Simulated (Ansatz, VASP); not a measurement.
**Si4S in VASP and in Ansatz**

INCAR

```
SYSTEM = Si4S
PREC     = Accurate       ! precision mode
ENCUT    = 600            ! plane-wave cutoff, eV
EDIFF    = 1E-7           ! SCF threshold, eV
ISMEAR   = 0              ! smearing method
SIGMA    = 0.1            ! smearing width, eV
LREAL    = .FALSE.        ! projectors in reciprocal space
LASPH    = .TRUE.         ! aspherical terms in the spheres
NELM     = 100            ! most SCF steps
ALGO     = Normal         ! electronic algorithm
ISIF     = 3              ! what is computed and relaxed
LWAVE    = .FALSE.        ! write WAVECAR
LCHARG   = .FALSE.        ! write CHGCAR
GGA      = PE             ! functional
IBRION   = 2              ! ionic algorithm
NSW      = 100            ! ionic steps
EDIFFG   = -0.01          ! ionic threshold
```

The input KPOINTS:

```
Automatic mesh
0
G
  12 12 6
  0 0 0
```

POSCAR

```
Si4S
1.0
    4.0014376101      0.0000000000      0.0000000000
   -2.0007188050      3.4653466220      0.0000000000
    0.0000000000      0.0000000000      6.9095706969
Si S
4 1
Direct
    0.3333333333      0.6666666667      0.7049001644
    0.6666666667      0.3333333333      0.7049001644
    0.6666666667      0.3333333333      0.2950998356
    0.3333333333      0.6666666667      0.2950998356
    0.0000000000      0.0000000000      0.0000000000
```

Input for Ansatz:

```yaml
crystal:
  lattice:
    - [4.0014376101, 0.0, 0.0]
    - [-2.000718805, 3.465346622, 0.0]
    - [0.0, 0.0, 6.9095706969]
  atoms:
    - { symbol: Si, position: [0.3333333333, 0.6666666667, 0.7049001644] }
    - { symbol: Si, position: [0.6666666667, 0.3333333333, 0.7049001644] }
    - { symbol: Si, position: [0.6666666667, 0.3333333333, 0.2950998356] }
    - { symbol: Si, position: [0.3333333333, 0.6666666667, 0.2950998356] }
    - { symbol: S, position: [0.0, 0.0, 0.0] }
basis:
  ecutwfc: 420
kpoints:
  mp_grid: { grid: [12, 12, 6] }
hamiltonian:
  xc: pbe
scf:
  occupations: { method: gaussian, width: 0.1 }
output:
  forces: true
  stress: true
  eigenvalues: true
relax:
  adjacent_minimum: "off"
  f_tol: 0.01
  max_steps: 80
  cell: { stress_tol: 0.05 }
```

Alike in both runs: task relaxation of cell and atoms; functional PBE; k mesh 12 × 12 × 6; occupations gaussian, width 0.1 eV; no spin polarisation.

|  | VASP | Ansatz |
| --- | --- | --- |
| version | VASP 6.6.1 | Ansatz 0.2.0 |
| potentials or method | VASP PAW PBE potentials, release 64 (Si, S) | scalar-relativistic, plane waves, PAW |
| plane-wave cutoff (eV) | 600 | 420 |
| valence electrons in the cell | 22 | 22 |

Ansatz gave:

- gap on the k mesh at the Fermi level, each at its own relaxed structure (eV): none
- relaxed volume (Å³/atom): 18.87
- relaxed cell length with the largest relative difference (Å): 4.033
- energy change over the relaxation (meV/atom): -5

Question: Estimate VASP's values.

Answer: gap on the k mesh at the Fermi level, each at its own relaxed structure (eV): none; relaxed volume (Å³/atom): 18.86; relaxed cell length with the largest relative difference (Å): 4.032; energy change over the relaxation (meV/atom): -5.

A gap of «none» marks a metal or a gap that the smearing closes.
